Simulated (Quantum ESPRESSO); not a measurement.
Runs of Quantum ESPRESSO 7.5 on BaTiO3. It takes space group Pm-3m (No. 221, cubic). The conventional cell has a = 4.006 Å, b = 4.006 Å, c = 4.006 Å, α = 90.00°, β = 90.00°, γ = 90.00°. Ba (site symmetry m-3m) is surrounded by 12 O at 2.83 Å. Around Ti (site symmetry m-3m) lie 6 O at 2.00 Å. O (site symmetry 4/mmm) is surrounded by 2 Ti at 2.00 Å. 

```tsv
task	level	potentials or basis	k mesh	cutoff (eV)	form of the LDA correlation	SCF threshold	symmetry	gap on the mesh (eV)	pressure (GPa)	V0 of scaled cells (Å³/atom)	B0 (GPa)
equation of state	LDA	GBRV 1.5 LDA	7 × 7 × 7	612	PZ81	1e-09 Ry	-	-	-	(b)	196
band structure	PBEsol	GBRV 1.5 PBEsol	7 × 7 × 7	612	-	1e-09 Ry	-	(c)	-3.6	-	-
equation of state	PBEsol	GBRV 1.5 PBEsol	7 × 7 × 7	612	-	1e-09 Ry	-	-	-	12.60	180
band structure	LDA	GBRV 1.5 LDA	7 × 7 × 7	612	PZ81	1e-09 Ry	-	1.77	-8.1	-	-
band structure	r2SCAN	SG15 PBE 1.2	5 × 5 × 5	1197	-	1e-08 Ry	off	(a)	-1.9	-	-
```

Alike in all rows: no spin polarisation; cell as given; smearing fermi-dirac 0.05 eV.

Estimate the missing entries.

(a) 2.38; (b) 12.29; (c) 1.81.

Caveats: spin-orbit coupling is left out, which moves the levels of the heavy elements (some runs); some levels on the path didn't converge (some runs); the potentials were made for another functional, which shifts forces and pressure (some runs); the mesh misses the band edges, which the band path finds closer together (some runs).

A k mesh can miss the band edges, and the runs leave out spin-orbit coupling on Ba.

Runs at the PBE level aren't shown here.
